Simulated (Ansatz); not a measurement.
# Ni, hcp: how the functional moves the structure

All rows: Ansatz, plane waves with scalar-relativistic PAW, 420 eV (500 eV for the SCAN forms), relaxed under each functional, no dispersion correction, no zero-point motion. B₀ comes from uniform scaling at fixed shape; a dash is a value not given.

```csv
functional,V (Å³/atom),cell,B₀ (GPa),magnetic state,ΔE to fcc (meV/atom)
PBE,10.93,"a = 2.488 Å, c = 4.078 Å (c/a = 1.639)",198,"ferromagnetic, net 0.65 μB per atom",27
m-r²SCAN,10.47,"a = 2.447 Å, c = 4.038 Å (c/a = 1.650)",224,"ferromagnetic, net 0.62 μB per atom",37
PBEsol,10.41,"a = 2.448 Å, c = 4.014 Å (c/a = 1.640)",229,"ferromagnetic, net 0.64 μB per atom",26
revPBE,11.17,"a = 2.507 Å, c = 4.105 Å (c/a = 1.638)",181,"ferromagnetic, net 0.66 μB per atom",27
RPBE,11.26,"a = 2.514 Å, c = 4.116 Å (c/a = 1.637)",176,"ferromagnetic, net 0.67 μB per atom",28
BLYP,11.48,"a = 2.526 Å, c = 4.156 Å (c/a = 1.645)",167,"ferromagnetic, net 0.62 μB per atom",28
```

PBEsol gives the smallest volume and BLYP the largest.

m-r²SCAN is r²SCAN on the gauge-invariant kinetic-energy density; without spin polarisation the two are equal.
